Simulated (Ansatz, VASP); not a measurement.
# Cross-check of Ti (free-standing triangular Ti monolayer, spacing 2.603 A) between VASP and Ansatz, part 2 of 2

One calculation is typed for both programs; each brings its own data sets. How far apart do they land? The cell is taken from a series of runs on this material, whose earlier steps may have relaxed, scaled, displaced or heated it; both programs get it as it stands.

VASP 6.6.1 and Ansatz 0.2.0.

So far: Starting point; VASP: single point, PBE, pair 1; Ansatz: single point, PBE, pair 1; Differences; VASP: single point, PBE, pair 2.

**6. Ansatz: single point, PBE, pair 2**

Level of this step: Ansatz beside VASP: Kohn-Sham DFT, plane waves, PBE (Ansatz).

The same cell, functional, mesh and smearing now go to Ansatz.

The cell is taken from a series of runs on this material, whose earlier steps may have relaxed, scaled, displaced or heated it; both programs get it as it stands.

The input, input.yaml:

```yaml
crystal:
  lattice:
    - [2.42791677, 0.0, 0.0]
    - [-1.21395838, 2.10263748, 0.0]
    - [0.0, 0.0, 14.0]
  atoms:
    - { symbol: Ti, position: [0.0, 0.0, 0.5] }
kpoints:
  mp_grid: { grid: [26, 26, 1] }
hamiltonian:
  xc: pbe
  pseudopotentials: { kind: paw, azcp: { folder: soft_1 } }
scf:
  occupations: { method: fermi_dirac, width: 0.05 }
  max_iter: 120
  convergence: { dr2_threshold: 1.0e-08 }
basis:
  ecutwfc: 420.0
output:
  stress: true
```

Started as:

```bash
> ansatz run input.yaml --threads 1 --pin off --max-ram 2560MiB --backend cpu --events-out ev --progress --plain --runs-dir out
```

Numbers of over 12 decimals in the logs are rounded to 6 here.

The program printed:

```text
[...]
Crystal: 1 atoms, lattice volume = 71.470 Å³
Basis set: ecut = 420 eV, 1361 PW (Γ)
Bands: 10, of which v1, the nominal top of the filled ones, is band 6 counted from 1 (5 counted from 0)
Symmetry: 24 space group operations
[...]
k-points: 70 of 676
[...]
SCF iter   1: F=—  HF=-2498.774062 eV  |F-HF|=—  |Δ(HF+E_count)|=         —  Δρ=4.54e-2  dr2=4.42e0  ethr=3.10e-3  ⟨swp⟩=6.8  Hψ=4990  notcnv=0
[...]
SCF iter  10: F=-2497.499948 eV  HF=-2497.499948 eV  |F-HF|=7.19e-10  |Δ(HF+E_count)|=  9.17e-10  Δρ=6.75e-7  dr2=4.68e-10  ethr=8.33e-11  ⟨swp⟩=3.7  Hψ=2652  notcnv=0
SCF 1 converged in 10 iterations: F = -2497.499948 eV  dr2 = 4.68e-10
[...]
SCF converged after 10 iterations
Free energy (F): -2497.499948 eV
[...]
Internal energy: -2497.482063 eV  (E = F + TS)
E sigma→0 (E₀):  -2497.491006 eV
Entropy (-TS):   -0.017885 eV (-17.885 meV/atom)
Fermi energy:    -0.316324 eV
[...]
--- Stress (GPa, compression-positive) ---
        7.174890       0.000000       0.000000
        0.000000       7.174890      -0.000000
        0.000000      -0.000000      -0.000579
  P = ⅓ Tr σ = 4.7831 GPa (47.831 kbar)
```

**7. Side by side**

Both answers:

| quantity | Ansatz | VASP | difference |
| --- | --- | --- | --- |
| pressure (GPa) | 4.78 | 4.78 | 0.00 |

With vacuum in the cell, a pressure given here is an average over mostly empty space and none of the material.

**8. Ansatz: single point, PBE, pair 3**

With cell and atoms fixed, the geometry can't cause a difference; cores, projectors, grids and the points listed under the comparison can.

The cell is taken from a series of runs on this material, whose earlier steps may have relaxed, scaled, displaced or heated it; both programs get it as it stands.

input.yaml: that of step 6 with these lines changed.

```diff
@@ -2,4 +2,4 @@
   lattice:
-    - [2.42791677, 0.0, 0.0]
-    - [-1.21395838, 2.10263748, 0.0]
+    - [2.52370213, 0.0, 0.0]
+    - [-1.26185107, 2.18559004, 0.0]
     - [0.0, 0.0, 14.0]
```

The program printed:

```text
[...]
Crystal: 1 atoms, lattice volume = 77.221 Å³
Basis set: ecut = 420 eV, 1529 PW (Γ)
Bands: 10, of which v1, the nominal top of the filled ones, is band 6 counted from 1 (5 counted from 0)
Symmetry: 24 space group operations
[...]
k-points: 70 of 676
[...]
SCF iter   1: F=—  HF=-2498.722470 eV  |F-HF|=—  |Δ(HF+E_count)|=         —  Δρ=3.99e-2  dr2=3.65e0  ethr=3.10e-3  ⟨swp⟩=6.3  Hψ=4844  notcnv=0
[...]
SCF iter   9: F=-2497.689667 eV  HF=-2497.689667 eV  |F-HF|=3.66e-9  |Δ(HF+E_count)|=   1.66e-7  Δρ=2.70e-6  dr2=8.85e-9  ethr=8.33e-11  ⟨swp⟩=4.2  Hψ=2837  notcnv=0
SCF 1 converged in 9 iterations: F = -2497.689667 eV  dr2 = 8.85e-9
[...]
SCF converged after 9 iterations
Free energy (F): -2497.689667 eV
[...]
Internal energy: -2497.670990 eV  (E = F + TS)
E sigma→0 (E₀):  -2497.680328 eV
Entropy (-TS):   -0.018677 eV (-18.677 meV/atom)
Fermi energy:    -0.507496 eV
[...]
--- Stress (GPa, compression-positive) ---
        3.587996       0.000000       0.000000
        0.000000       3.587996       0.000000
        0.000000       0.000000      -0.000356
  P = ⅓ Tr σ = 2.3919 GPa (23.919 kbar)
```

**9. VASP: single point, PBE, pair 3**

The same cell, functional, mesh and smearing now go to VASP, with its own data sets.

The input, INCAR:

```
SYSTEM = Ti
PREC = Accurate
ENCUT = 500
EDIFF = 1E-06
NELM = 120
ISMEAR = -1
SIGMA = 0.05
LREAL = .FALSE.
ALGO = Normal
GGA = PE
NBANDS = 12
LASPH = .TRUE.
LORBIT = 11
LWAVE = .FALSE.
LCHARG = .FALSE.
ISIF = 2
GGA_COMPAT = .FALSE.
```

The input, POSCAR:

```
Ti
1.0
    2.5237021300      0.0000000000      0.0000000000
   -1.2618510700      2.1855900400      0.0000000000
    0.0000000000      0.0000000000     14.0000000000
Ti
1
Direct
    0.0000000000      0.0000000000      0.5000000000
```

The input, KPOINTS:

```
Automatic mesh
0
Gamma
26 26 1
0 0 0
```

Potentials, in the order of the species: Ti_sv (PBE family, release 64).

Started as:

```bash
> mpirun -np 1 vasp_std
```

The program printed:

```text
[... set-up lines as in an earlier step ...]
 entering main loop
       N       E                     dE             d eps       ncg     rms          rms(c)
DAV:   1     0.852619831128E+02    0.85262E+02   -0.68643E+03  1896   0.849E+02
DAV:   2     0.471015004090E+01   -0.80552E+02   -0.75925E+02  1884   0.239E+02
DAV:   3    -0.580706842981E+01   -0.10517E+02   -0.10171E+02  3092   0.697E+01
DAV:   4    -0.620954718426E+01   -0.40248E+00   -0.40135E+00  1900   0.136E+01
[...]
DAV:  17    -0.586556556185E+01   -0.57144E-05   -0.41975E-07  1600   0.258E-03    0.688E-04
DAV:  18    -0.586556711596E+01   -0.15541E-05   -0.16001E-07  1436   0.145E-03    0.106E-04
DAV:  19    -0.586556719443E+01   -0.78468E-07   -0.13933E-08  1432   0.686E-04
   1 F= -.58655672E+01 E0= -.58561178E+01  d E =-.188987E-01
```

Parts of OUTCAR (step 9):

```text
  Total        1.7100573      1.7100571     -0.0107891     -0.0000000     -0.0000000      0.0000000
  in kB       35.4802288     35.4802250     -0.2238521     -0.0000001     -0.0000000      0.0000000
  external PRESSURE =      23.5788672 kB  Pullay stress =       0.0000000 kB

 POSITION                                       TOTAL-FORCE (eV/Angst)
 -----------------------------------------------------------------------------------
      0.00000      0.00000      7.00000         0.000000      0.000000      0.000000
 -----------------------------------------------------------------------------------
    total drift:                                0.000000      0.000000      0.000000

  FREE ENERGIE OF THE ION-ELECTRON SYSTEM (eV)
  ---------------------------------------------------
  free  energy   TOTEN  =        -5.8655671944 eV

  energy  without entropy=       -5.8466684735  energy(sigma->0) =       -5.85611783

[... 1 part as in an earlier step ...]

[... 2 further parts left out ...]
[key lines of the parts left out:]
E-fermi :  -1.6180
```

**10. Side by side**

Both answers:

```csv
quantity,Ansatz,VASP,difference
pressure (GPa),2.39,2.36,+0.03
```

With vacuum in the cell, a pressure given here is an average over mostly empty space and none of the material.

**11. Results**

| Item | Value |
| --- | --- |
| difference in pressure (single point, PBE, pair 1) | -0.092 GPa |
| difference in pressure (single point, PBE, pair 2) | 0.0022 GPa |
| difference in pressure (single point, PBE, pair 3) | 0.034 GPa |

The difference in pressure is -0.092 GPa (single point, PBE, pair 1), within the 1 GPa picked in this series as the mark of a large difference. 5 further runs of this series are not shown here. Such differences can come from data sets, numerical settings and the points named under the comparisons, not from the functional's error against experiment.

[Lines on the potential files, build, host, timing and source positions are cut from VASP's logs without a mark.]

[Logs are printed without paths, hosts, clocks, repeated set-up lines and the standing remarks that a program may print on its own settings, such as how far it seeks lower states.]

[Hosts, paths, dates, database ids (printed as entryN), source tags and the programs' standing remarks are cut or masked in the printed files.]
